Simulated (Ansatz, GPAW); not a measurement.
This is a calculation of Si2Ni for Ansatz 0.2.0. 

The input input.yaml:

```yaml
crystal:
  lattice:
    - [0.0, 2.703, 2.703]
    - [2.703, 0.0, 2.703]
    - [2.703, 2.703, 0.0]
  atoms:
    - { symbol: Ni, position: [0.0, 0.0, 0.0], spin: 1.0 }
    - { symbol: Si, position: [0.75, 0.75, 0.75] }
    - { symbol: Si, position: [0.25, 0.25, 0.25] }
hamiltonian:
  xc: pbe
  pseudopotentials: { kind: paw }
magnetization:
  spin_polarized: true
kpoints:
  mp_grid: { grid: [9, 9, 9] }
scf:
  occupations: { method: gaussian, width: 0.016 }
output:
  forces: true
  stress: true
  eigenvalues: true
```

Potentials or basis: Ansatz PAW.

Command:

```sh
$ ansatz run input.yaml --threads 2 --pin off --max-ram 5632MiB --backend cpu --events-out ev --progress --plain --runs-dir out
```

Set up the same calculation for GPAW 26.7.0 (ASE script). Potentials or basis there: GPAW PAW data sets (gpaw-data 1.2.1), cutoff 600 eV.

As run (cutoffs and basis follow the program's own potentials, and thresholds, step limits or extra output files can differ):

The input run.py:

```python
from ase import Atoms
from ase.dft.bandgap import bandgap
from ase.io import write
from ase.units import GPa
from gpaw import GPAW, PW

atoms = Atoms(['Ni', 'Si', 'Si'],
              cell=[[0.0, 2.703, 2.703],
                    [2.703, 0.0, 2.703],
                    [2.703, 2.703, 0.0]],
              scaled_positions=[[0.0, 0.0, 0.0],
                                [0.75, 0.75, 0.75],
                                [0.25, 0.25, 0.25]],
              pbc=True)
atoms.set_initial_magnetic_moments([1.0, 0.0, 0.0])

calc = GPAW(mode=PW(600),
            xc='PBE',
            kpts={'size': (9, 9, 9), 'gamma': True},
            occupations={'name': 'methfessel-paxton', 'order': 0, 'width': 0.016},
            nbands=24,
            convergence={'density': 1e-05, 'energy': 1e-05},
            maxiter=150,
            txt='gpaw.txt')
atoms.calc = calc
energy = atoms.get_potential_energy()
forces = atoms.get_forces()
stress = atoms.get_stress()
calc.write('gs.gpw')
write('result.traj', atoms)
print(f'Energy: {energy:.6f} eV')
print('Forces (eV/A):')
print(forces.round(4))
print('Stress (GPa):', (stress / GPa).round(3))
print('Moments:', calc.get_magnetic_moments().round(3))
print('Fermi level:', round(calc.get_fermi_level(), 4), 'eV')
print(f'Gap: {bandgap(calc)[0]:.4f} eV, direct: {bandgap(calc, direct=True)[0]:.4f} eV')
```

Potentials or basis: GPAW PAW data sets (gpaw-data 1.2.1), pw.

Run with:

```sh
$ OMP_NUM_THREADS=1 python run.py
```

Both were run:

|  | Ansatz | GPAW |
| --- | --- | --- |
| Pressure | 4.0 GPa | 5.3 GPa |
| Net moment | 0.00 μB per cell | 0.00 μB per cell |

Ansatz's pressure holds a Pulay term of +0.05 GPa for its cutoff of 420 eV, which the other run lacks.

The potentials hold 26 and 24 valence electrons a cell.

Where Ansatz's input types no cutoff or centring, it takes its own default and a Γ-centred mesh.

The magnetic state is the one that the start led to; the real crystal's order can differ.

Pressure is positive in compression.
